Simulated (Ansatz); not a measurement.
Gd in Ansatz: the effect of fixed moment

Crystal: Gd.

```
Gd
1.0
    -2.02500    2.02500    2.02500
     2.02500   -2.02500    2.02500
     2.02500    2.02500   -2.02500
Gd
1
Direct
  0.00000 0.00000 0.00000
```

This isn't the form of Gd at room conditions, which is hcp.

Alike in all runs:

| Item | Value |
| --- | --- |
| Program | Ansatz 0.2.0 |
| Task | single point |
| Functional | PBEsol |
| Potentials or basis | Ansatz PAW |
| Cutoff | 420 eV (not typed: the program's choice for these potentials) |
| k mesh | 8 × 8 × 8 |
| Occupations | fermi-dirac, width 0.05 eV |

```tsv
fixed moment	spin	starting moments	energy over the lowest run (meV/atom)	pressure (GPa)
0	collinear spin, program default start	-	7221.8	-4.6
1.8	collinear spin, ferromagnetic start	[1.8] μB	5269.6	0.1
3.5	collinear spin, ferromagnetic start	[3.5] μB	?	?
5.2	collinear spin, ferromagnetic start	[5.2] μB	653.6	1.1
7	collinear spin, ferromagnetic start	[7.0] μB	0.0	-2.0
8.8	collinear spin, ferromagnetic start	[8.8] μB	113.7	0.1
10.5	collinear spin, ferromagnetic start	[10.5] μB	6154.8	0.2
14	collinear spin, ferromagnetic start	[14.0] μB	44666.7	7.9
```

Problem. What does the run with fixed moment 3.5 give?

Solution. Energy over the lowest run 2774.4 meV/atom; pressure 1.7 GPa.

Worked out: A parabola through the other rows of the energy over the lowest run, of slope -1880 meV/atom per unit of fixed moment there, gives -2583.3 meV/atom, against the run's 2774.4. The fit is too stiff a form for this range. The pressure follows no smooth curve through the other rows.

Caveats: the total moment is fixed, so each spin has its own Fermi level; the PAW data sets come from PBE, with cores solved anew for the run's functional, which leaves a small shift of forces and pressure; the thresholds are loose for stress.
